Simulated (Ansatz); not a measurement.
Runs of Ansatz 0.2.0 on GaN. It takes space group Fm-3m (No. 225, cubic). The conventional cell has a = 4.270 Å, b = 4.270 Å, c = 4.270 Å, α = 90.00°, β = 90.00°, γ = 90.00°. Ga (site symmetry m-3m) has 6 N at 2.14 Å as nearest neighbours. N (site symmetry m-3m) is surrounded by 6 Ga at 2.14 Å. Measurements of this composition are mostly on another form, of space group No. 186.

```tsv
share of exact exchange	gap on the mesh (eV)	pressure (GPa)
0.2	1.37	-8.2
0.05	(b)	-2.5
0.4	2.47	-15.3
0.1	0.86	-4.5
0.25	(a)	-10.1
```

Alike in all rows: task single point; level HSE06 form with a typed share of exact exchange; potentials or basis Ansatz PAW; no spin polarisation; cell as given; k mesh 6 × 6 × 6; cutoff (eV) 420; smearing fermi-dirac 0.05 eV; the mesh is coarse, so values aren't converged.

Task: Fill in the values left out.

Result: (a) 1.63; (b) 0.62.

Caveats: all runs use coarse meshes; the PAW data sets come from PBE, with cores solved anew for the run's functional, which leaves a small shift of forces and pressure; the thresholds are loose for stress.

A k mesh can miss the band edges, and the runs leave out spin-orbit coupling on Ga.
